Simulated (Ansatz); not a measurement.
# Lower states of CuO: further starts and searches

Aim: test whether CuO has a self-consistent state below the best one that plain SCF starts reached, by the runs listed below. System: CuO, its deposited structure (space group C2/c); the cell holds 4 atoms. Source: COD entry 4105685.

Method: DFT PBE+U, PAW, plane waves, scalar-relativistic; U − J = 2.9 eV on Cu d, in Ansatz 0.2.0.

### Step 1. The starting structure

It takes space group C2/c (No. 15, monoclinic). The conventional cell has a = 4.681 Å, b = 3.418 Å, c = 5.122 Å, α = 90.00°, β = 99.78°, γ = 90.00°. Around Cu (site symmetry -1) lie 4 O at 1.95 to 1.96 Å. O (site symmetry 2) has 4 Cu at 1.95 to 1.96 Å as nearest neighbours.

Coordinates:

```
Cu O
1.0
     2.34045   -1.70880    0.00000
     2.34045    1.70880    0.00000
    -0.87040    0.00000    5.04750
Cu O
2 2
Direct
  0.00000 0.50000 0.00000
  0.50000 0.00000 0.50000
  0.58300 0.41700 0.25000
  0.41700 0.58300 0.75000
```

In tables a label like O4 counts atoms in the order of input.yaml; a structure file may count by element.

Known so far: 8 plain starts ended in 3 states. The lowest came from “moments +- scaled by 1.4, plain SCF [Cu1 1.40, Cu2 -1.40 μB]”: antiferromagnetic, site moments Cu1 0.49, Cu2 -0.49 μB, total 0.00 μB per cell, a gap of 0.18 eV on the k-mesh, free energy -14381.2149 eV.

Runs to come: parallel moments, default search for lower states; opposed moments +-, default search for lower states; whole orbital fillings typed, symmetry off, plain SCF; the moments typed in its input, symmetry off, plain SCF; the moments typed in its input, standard search for lower states.

A plain SCF has the search for lower states switched off and ends at the first converged state. The default search runs further SCF cycles only where the state itself hints at a lower one. The standard and full searches may also try other magnetic orders and fillings, and need not reach the lowest state. With a search on, the program may also reshape the start on open shells. 

The total moment includes the space between the atomic spheres.

### Step 2. Parallel moments, default search for lower states

The input, input.yaml:

```yaml
crystal:
  lattice:
    - [2.34045, -1.7088, 0.0]
    - [2.34045, 1.7088, 0.0]
    - [-0.8704, 0.0, 5.0475]
  atoms:
    - { symbol: Cu, position: [0.0, 0.5, 0.0], spin: 1.0 }
    - { symbol: Cu, position: [0.5, 0.0, 0.5], spin: 1.0 }
    - { symbol: O, position: [0.583, 0.417, 0.25] }
    - { symbol: O, position: [0.417, 0.583, 0.75] }
magnetization:
  spin_polarized: true
hamiltonian:
  xc: pbe
  pseudopotentials: { kind: paw }
  hubbard: { sites: [{ species: Cu, l: d, u_eff: 2.9 }] }
basis:
  ecutwfc: 420
kpoints:
  mp_grid: { grid: [7, 7, 4] }
scf:
  occupations: { method: fermi_dirac, width: 0.1 }
output:
  forces: true
  stress: true
```

Standard output (excerpt; [...] marks lines left out):

```text
Cu: projections on atomic orbitals take those of the free atom [Ne] 3s2 3p6 3d10 4s1, of charge +0.00 (hamiltonian.pseudopotentials.projection_atoms); the dataset's partial waves leave at most 2.0e-6 of an orbital's norm unspanned inside its sphere
O: projections on atomic orbitals take those of the free atom [He] 2s2 2p4, of charge +0.00 (hamiltonian.pseudopotentials.projection_atoms); the dataset's partial waves leave at most 1.9e-8 of an orbital's norm unspanned inside its sphere
[...]
Pseudopotentials: kind: paw
Pseudopotential: Cu, paw, valence charge 19, recommended cutoff 420 eV (normal), Cu.paw.azcp
Pseudopotential: O, paw, valence charge 6, recommended cutoff 420 eV (normal), O.paw.azcp
Functional definition: PBE
[...]
Crystal: 4 atoms, lattice volume = 40.374 Å³
Basis set: ecut = 420 eV, 783 PW (Γ), exchange–correlation on 40×40×72 points (8 copies of the dense FFT grid, shifted against one another)
Bands: 32, of which v1, the nominal top of the filled ones, is band 25 counted from 1 (24 counted from 0)
Symmetry: 4 space group operations
Space group: C2/c (ITA 15), of the structure as read, at distance tolerance 3.4e-5 Å
Magnetic group: BNS 15.85 (UNI 92), of the structure as read, at distance tolerance 3.4e-5 Å
k-points: 60 of 196
[...]
Starting moments: Σ|m| = 2 μB on 2 of 4 sites
[...]
SCF iter   1: F=—  HF=-14380.388661 eV  |F-HF|=—  |Δ(HF+E_count)|=         —  Δρ=1.02e-1 (↑7.53e-2 ↓1.02e-1)  dr2=7.16e-1  dr2_m=2.63e0  M=0.539 μB ∫|m|=0.583 μB  β_m=0.30  ethr=1.42e-3  ⟨swp⟩=1.1  Hψ=18086  notcnv=0
[...]
the last iteration of the SCF fills more bands at one k-point than at another: 25 at σ=↑ k=0 and 26 at σ=↑ k=2; 24 at σ=↓ k=0 and 25 at σ=↓ k=8 (a band counts as filled where it holds over half of its capacity, the bands of one level by their mean; [...]
WARN: The SCF behind a search for a lower state had not converged behind 30 iterations. Another took its place, and the run ends on its state or on one found behind it. That no lower state lies beside that one is not known: compare its free energy with those of runs from other starting [...]
SCF converged after 8 iterations
Magnetization: 1.3903 μB (25.6952 up, 24.3048 down)
Absolute magnetization: 1.4268 μB (∫|ρ↑−ρ↓|, with the PAW one-centre terms)
Spin contamination: 0.0114 ħ² per cell (⟨S²⟩ above its minimum at these occupations)
Per-site moments (μB) at R_I (Å): [(0.4480556437966425, 0.8035818993752958), (0.448055643796643, 0.8035818993752958), (0.22814358796348752, 0.8035818993752958), (0.22814358796348785, 0.8035818993752958)]
Free energy (F): -14381.090079 eV
[...]
E sigma→0 (E₀):  -14381.059708 eV
Entropy (-TS):   -0.060742 eV (-15.185 meV/atom)
Fermi energy:    11.978576 eV
[...]
--- Forces (eV/Å), atoms counted from 1 ---
  atom   1  Cu     0.00000000    -0.00000000     0.00000000
  atom   2  Cu     0.00000000    -0.00000000     0.00000000
  atom   3  O      0.00000000     0.11977954    -0.00000000
  atom   4  O     -0.00000000    -0.11977954     0.00000000
[...]
--- Stress (GPa, compression-positive) ---
        7.601242       0.000000      -0.197405
        0.000000       8.713388       0.000000
       -0.197405       0.000000       8.531310
  P = ⅓ Tr σ = 8.2820 GPa (82.820 kbar)
--- Band table (eV; the first three rows and the last of 120) ---
[...]
Occupation matrices written to <dir>
```

Caution: the run may have ended on a state that is not the lowest.

It took 71 s on 2 threads of an x86-64 CPU, shared host; peak memory 0.78 GiB.

End: ferromagnetic, site moments Cu1 0.45, Cu2 0.45, O3 0.23, O4 0.23 μB, total 1.39 μB per cell, no gap on the k-mesh. Against step 1, the lowest until now, it is 31.2 meV/atom higher. The program's check reads this end as a saddle point, not a minimum.

### Step 3. Opposed moments +-, default search for lower states

input.yaml: that of step 2 with these lines changed.

```diff
@@ -7,3 +7,3 @@
     - { symbol: Cu, position: [0.0, 0.5, 0.0], spin: 1.0 }
-    - { symbol: Cu, position: [0.5, 0.0, 0.5], spin: 1.0 }
+    - { symbol: Cu, position: [0.5, 0.0, 0.5], spin: -1.0 }
     - { symbol: O, position: [0.583, 0.417, 0.25] }
```

Standard output (excerpt; [...] marks lines left out):

```text
[... 14 lines as in an earlier run ...]
Symmetry: 2 space group operations
Space group: P-1 (ITA 2), of the structure as read, at distance tolerance 3.4e-5 Å
Magnetic group: BNS 15.89 (UNI 96), of the structure as read, at distance tolerance 3.4e-5 Å
k-points: 99 of 196
[... 6 lines as in an earlier run ...]
Starting moments: Σ|m| = 2 μB on 2 of 4 sites
Starting magnetic order: altermagnet, d-wave, bulk spin-momentum locking; spin-degenerate plane through Γ normal to [1 -1 0] of the run's lattice
[... 2 lines as in an earlier run ...]
[...]
SCF iter   1: F=—  HF=-14380.406128 eV  |F-HF|=—  |Δ(HF+E_count)|=         —  Δρ=8.71e-2 (↑8.71e-2 ↓8.71e-2)  dr2=6.91e-1  dr2_m=2.46e0  M=-0.000 μB ∫|m|=0.583 μB  β_m=0.30  ethr=1.37e-3  ⟨swp⟩=2.0  Hψ=30008  notcnv=0
[...]
[... 1 line as in an earlier run ...]
[...]
SCF iter  25: F=-14381.214859 eV  HF=-14381.214859 eV  |F-HF|=6.77e-9  |Δ(HF+E_count)|=   9.79e-8  Δρ=3.54e-6 (↑3.54e-6 ↓3.35e-6)  dr2=1.88e-8  dr2_m=7.15e-11  M=-0.000 μB ∫|m|=1.322 μB  ethr=2.00e-10  ⟨swp⟩=2.5  Hψ=21540  notcnv=0
[...]
SCF converged after 25 iterations
Magnetization: -0.0000 μB (25.0000 up, 25.0000 down)
Absolute magnetization: 1.3078 μB (∫|ρ↑−ρ↓|, with the PAW one-centre terms)
Spin contamination: 0.6916 ħ² per cell (⟨S²⟩ above its minimum at these occupations)
Per-site moments (μB) at R_I (Å): [(0.4882598404139222, 0.8035818993752958), (-0.48826304052420494, 0.8035818993752958), (1.1641941599044956e-6, 0.8035818993752958), (1.1641941599583616e-6, 0.8035818993752958)]
Free energy (F): -14381.214859 eV
[...]
E sigma→0 (E₀):  -14381.206826 eV
Entropy (-TS):   -0.016066 eV (-4.016 meV/atom)
Fermi energy:    12.078306 eV
[... 28 lines left out: energy terms, forces, stress ...]
Occupation matrices written to <dir>
```

It took 19 s on 2 threads of an x86-64 CPU, shared host; peak memory 0.6 GiB.

This is the state of step 1 again (antiferromagnetic), after 25 iterations.

### Step 4. Whole orbital fillings typed, random choice 1 of orbitals (Cu1 5 up 4 down, Cu2 4 up 5 down), symmetry off, plain SCF

The input, input.yaml:

```yaml
crystal:
  lattice:
    - [2.34045, -1.7088, 0.0]
    - [2.34045, 1.7088, 0.0]
    - [-0.8704, 0.0, 5.0475]
  atoms:
    - { symbol: Cu, position: [0.0, 0.5, 0.0], spin: 1.0 }
    - { symbol: Cu, position: [0.5, 0.0, 0.5], spin: -1.0 }
    - { symbol: O, position: [0.583, 0.417, 0.25] }
    - { symbol: O, position: [0.417, 0.583, 0.75] }
  symmetry: { detect: false, time_reversal: true }
magnetization:
  spin_polarized: true
hamiltonian:
  xc: pbe
  pseudopotentials: { kind: paw }
  hubbard:
    sites:
      - { site: 0, l: d, u_eff: 2.9, starting_ns: [{ spin: up, occupation_matrix: s0up }, { spin: down, occupation_matrix: s0down }] }
      - { site: 1, l: d, u_eff: 2.9, starting_ns: [{ spin: up, occupation_matrix: s1up }, { spin: down, occupation_matrix: s1down }] }
    occupation_matrices:
      s0up:
        matrix:
          - [0.999999, 0.0, 0.0, 0.0, 0.0]
          - [0.0, 0.999999, 0.0, 0.0, 0.0]
          - [0.0, 0.0, 0.999999, 0.0, 0.0]
          - [0.0, 0.0, 0.0, 0.999999, 0.0]
          - [0.0, 0.0, 0.0, 0.0, 0.999999]
      s0down:
        matrix:
          - [0.28291, 0.326364, 0.005594, 0.275184, -0.143526]
          - [0.326364, 0.851463, -0.002546, -0.125243, 0.065322]
          - [0.005594, -0.002546, 0.999955, -0.002147, 0.00112]
          - [0.275184, -0.125243, -0.002147, 0.894396, 0.055078]
          - [-0.143526, 0.065322, 0.00112, 0.055078, 0.971272]
      s1down:
        matrix:
          - [0.999999, 0.0, 0.0, 0.0, 0.0]
          - [0.0, 0.999999, 0.0, 0.0, 0.0]
          - [0.0, 0.0, 0.999999, 0.0, 0.0]
          - [0.0, 0.0, 0.0, 0.999999, 0.0]
          - [0.0, 0.0, 0.0, 0.0, 0.999999]
      s1up:
        matrix:
          - [0.872337, -0.118165, 0.201565, -0.22963, -0.063585]
          - [-0.118165, 0.890625, 0.186569, -0.212546, -0.058855]
          - [0.201565, 0.186569, 0.68175, 0.362561, 0.100394]
          - [-0.22963, -0.212546, 0.362561, 0.586956, -0.114373]
          - [-0.063585, -0.058855, 0.100394, -0.114373, 0.968329]
basis:
  ecutwfc: 420
kpoints:
  mp_grid: { grid: [7, 7, 4] }
scf:
  occupations: { method: fermi_dirac, width: 0.1 }
  lower_state_search: "off"
  max_iter: 200
output:
  forces: true
  stress: true
```

Standard output (excerpt; [...] marks lines left out):

```text
[... 14 lines as in an earlier run ...]
Symmetry: 1 space group operations
k-points: 99 of 196 (time reversal used)
[... 6 lines as in an earlier run ...]
Starting moments: Σ|m| = 2 μB on 2 of 4 sites
[... 2 lines as in an earlier run ...]
[...]
SCF iter   1: F=—  HF=-14378.012164 eV  |F-HF|=—  |Δ(HF+E_count)|=         —  Δρ=7.61e-2 (↑7.61e-2 ↓5.92e-2)  dr2=5.47e-1  dr2_m=1.39e0  M=0.167 μB ∫|m|=0.963 μB  β_m=0.30  ethr=1.09e-3  ⟨swp⟩=2.0  Hψ=30016  notcnv=0
[...]
[... 1 line as in an earlier run ...]
[...]
WARN: hamiltonian.hubbard: on 2 of 4 specified blocks the occupation matrix of this SCF's result fails the test of the specified filling. At site 0 ↓ (sites count from 0 in the list of atoms of the cell that this SCF solves) the least filled combination of the orbitals specified full has [...]
spin-set hold released at iteration 16 (site moments' squared step at or under half its running peak, from the soft ceiling on): the magnetisation degrees of freedom join the quasi-Newton model from the next iteration; the mixer history was flushed
[...]
WARN: hamiltonian.hubbard: on 2 of 4 specified blocks the occupation matrix of this SCF's result fails the test of the specified filling. At site 0 ↓ (sites count from 0 in the list of atoms of the cell that this SCF solves) the least filled combination of the orbitals specified full has [...]
WARN: hamiltonian.hubbard: on 2 of 4 specified blocks the occupation matrix of this SCF's result fails the test of the specified filling. At site 0 ↓ (sites count from 0 in the list of atoms of the cell that this SCF solves) the least filled combination of the orbitals specified full has [...]
Spin contamination: 0.6916 ħ² per cell (⟨S²⟩ above its minimum at these occupations)
Per-site moments (μB) at R_I (Å): [(0.48825912489529144, 0.8035818993752958), (-0.48825609474921106, 0.8035818993752958), (-1.2895178847480514e-6, 0.8035818993752958), (-1.2897454501131878e-6, 0.8035818993752958)]
Free energy (F): -14381.214859 eV
[...]
E sigma→0 (E₀):  -14381.206825 eV
Entropy (-TS):   -0.016067 eV (-4.017 meV/atom)
Fermi energy:    12.078400 eV
[... 17 lines left out: energy terms ...]
--- Specified on-site occupations, and those of the state reported ---
  electrons in the specified blocks: 18.0000 specified, 18.7925 found
  site 1 (l=d) ↑: largest change of an orbital's occupation 0.9865; electrons 4.0000 specified, 4.4689 found; spectral distance 0.5009
  site 0 (l=d) ↓: largest change of an orbital's occupation 0.9511; electrons 4.0000 specified, 4.4689 found; spectral distance 0.5009
  site 0 (l=d) ↑: largest change of an orbital's occupation 0.0333; electrons 5.0000 specified, 4.9273 found; spectral distance 0.0422
  site 1 (l=d) ↓: largest change of an orbital's occupation 0.0333; electrons 5.0000 specified, 4.9273 found; spectral distance 0.0422
[... 11 lines left out: forces, stress ...]
Occupation matrices written to <dir>
```

Wall time 28 s (2 threads of an x86-64 CPU, shared host); peak memory 0.55 GiB.

This is the state of step 1 again (antiferromagnetic), after 26 iterations.

### Step 5. The moments typed in its input, symmetry off, plain SCF

The input, input.yaml:

```yaml
crystal:
  lattice:
    - [2.34045, -1.7088, 0.0]
    - [2.34045, 1.7088, 0.0]
    - [-0.8704, 0.0, 5.0475]
  atoms:
    - { symbol: Cu, position: [0.0, 0.5, 0.0], spin: 1.0 }
    - { symbol: Cu, position: [0.5, 0.0, 0.5], spin: -1.0 }
    - { symbol: O, position: [0.583, 0.417, 0.25] }
    - { symbol: O, position: [0.417, 0.583, 0.75] }
  symmetry: { detect: false, time_reversal: true }
magnetization:
  spin_polarized: true
hamiltonian:
  xc: pbe
  pseudopotentials: { kind: paw }
  hubbard: { sites: [{ species: Cu, l: d, u_eff: 2.9 }] }
basis:
  ecutwfc: 420
kpoints:
  mp_grid: { grid: [7, 7, 4] }
scf:
  occupations: { method: fermi_dirac, width: 0.1 }
  lower_state_search: "off"
output:
  forces: true
  stress: true
```

Standard output (excerpt; [...] marks lines left out):

```text
[... 22 lines as in an earlier run ...]
Starting moments: Σ|m| = 2 μB on 2 of 4 sites
[... 3 lines as in an earlier run ...]
SCF iter   1: F=—  HF=-14380.406134 eV  |F-HF|=—  |Δ(HF+E_count)|=         —  Δρ=8.71e-2 (↑8.71e-2 ↓8.71e-2)  dr2=6.91e-1  dr2_m=2.46e0  M=0.000 μB ∫|m|=0.583 μB  β_m=0.30  ethr=1.37e-3  ⟨swp⟩=2.0  Hψ=30031  notcnv=0
[...]
[... 1 line as in an earlier run ...]
[...]
spin-set hold released at iteration 19 (site moments' squared step at or under half its running peak, from the soft ceiling on): the magnetisation degrees of freedom join the quasi-Newton model from the next iteration; the mixer history was flushed
[...]
SCF iter  27: F=-14381.214859 eV  HF=-14381.214859 eV  |F-HF|=1.45e-8  |Δ(HF+E_count)|=   1.52e-8  Δρ=4.27e-6 (↑4.27e-6 ↓3.84e-6)  dr2=1.12e-8  dr2_m=2.09e-9  M=-0.000 μB ∫|m|=1.321 μB  ethr=2.00e-10  ⟨swp⟩=2.2  Hψ=21122  notcnv=0
[...]
SCF converged after 27 iterations
Magnetization: -0.0000 μB (25.0000 up, 25.0000 down)
Absolute magnetization: 1.3077 μB (∫|ρ↑−ρ↓|, with the PAW one-centre terms)
Spin contamination: 0.6915 ħ² per cell (⟨S²⟩ above its minimum at these occupations)
Per-site moments (μB) at R_I (Å): [(0.4882303151678326, 0.8035818993752958), (-0.48823129720878056, 0.8035818993752958), (3.69275549778965e-7, 0.8035818993752958), (3.6539216176398705e-7, 0.8035818993752958)]
Free energy (F): -14381.214859 eV
[...]
E sigma→0 (E₀):  -14381.206823 eV
Entropy (-TS):   -0.016071 eV (-4.018 meV/atom)
Fermi energy:    12.078257 eV
[... 28 lines left out: energy terms, forces, stress ...]
Occupation matrices written to <dir>
```

Wall time 30 s (2 threads of an x86-64 CPU, shared host); peak memory 0.57 GiB.

The run ends in the same state as step 1 (antiferromagnetic); it took 27 iterations.

### Step 6. The moments typed in its input, standard search for lower states

input.yaml: that of step 5 with these lines changed.

```diff
@@ -10,3 +10,2 @@
     - { symbol: O, position: [0.417, 0.583, 0.75] }
-  symmetry: { detect: false, time_reversal: true }
 magnetization:
@@ -23,3 +22,3 @@
   occupations: { method: fermi_dirac, width: 0.1 }
-  lower_state_search: "off"
+  lower_state_search: standard
 output:
```

Standard output (excerpt; [...] marks lines left out):

```text
[... 2 lines as in an earlier run ...]
the run goes by scf.lower_state_search standard: where its kind and settings allow, a search for a lower-energy state can add stability tests and further SCF calculations, which can take several times, in some runs tens of times, as long as the SCF (see the manual's entry of the key); [...]
[... 22 lines as in an earlier run ...]
Starting moments: Σ|m| = 2 μB on 2 of 4 sites
Starting magnetic order: altermagnet, d-wave, bulk spin-momentum locking; spin-degenerate plane through Γ normal to [1 -1 0] of the run's lattice
[... 3 lines as in an earlier run ...]
SCF iter   1: F=—  HF=-14380.406128 eV  |F-HF|=—  |Δ(HF+E_count)|=         —  Δρ=8.71e-2 (↑8.71e-2 ↓8.71e-2)  dr2=6.91e-1  dr2_m=2.46e0  M=-0.000 μB ∫|m|=0.583 μB  β_m=0.30  ethr=1.37e-3  ⟨swp⟩=2.0  Hψ=30008  notcnv=0
[...]
[... 1 line as in an earlier run ...]
[...]
[... 1 line as in an earlier run ...]
[...]
SCF iter  25: F=-14381.214859 eV  HF=-14381.214859 eV  |F-HF|=6.77e-9  |Δ(HF+E_count)|=   9.79e-8  Δρ=3.54e-6 (↑3.54e-6 ↓3.35e-6)  dr2=1.88e-8  dr2_m=7.15e-11  M=-0.000 μB ∫|m|=1.322 μB  ethr=2.00e-10  ⟨swp⟩=2.5  Hψ=21540  notcnv=0
[...]
SCF converged after 25 iterations
Magnetization: -0.0000 μB (25.0000 up, 25.0000 down)
Absolute magnetization: 1.3078 μB (∫|ρ↑−ρ↓|, with the PAW one-centre terms)
Spin contamination: 0.6916 ħ² per cell (⟨S²⟩ above its minimum at these occupations)
Per-site moments (μB) at R_I (Å): [(0.4882598404139222, 0.8035818993752958), (-0.48826304052420494, 0.8035818993752958), (1.1641941599044956e-6, 0.8035818993752958), (1.1641941599583616e-6, 0.8035818993752958)]
Free energy (F): -14381.214859 eV
[...]
E sigma→0 (E₀):  -14381.206826 eV
Entropy (-TS):   -0.016066 eV (-4.016 meV/atom)
Fermi energy:    12.078306 eV
[... 28 lines left out: energy terms, forces, stress ...]
Occupation matrices written to <dir>
```

Run time: 19 s. Hardware: 2 threads of an x86-64 CPU, shared host; peak memory 0.61 GiB.

Nothing new: the 25 iterations lead to the state found in step 1 (antiferromagnetic).

(Part 1 of 2 ends here.)
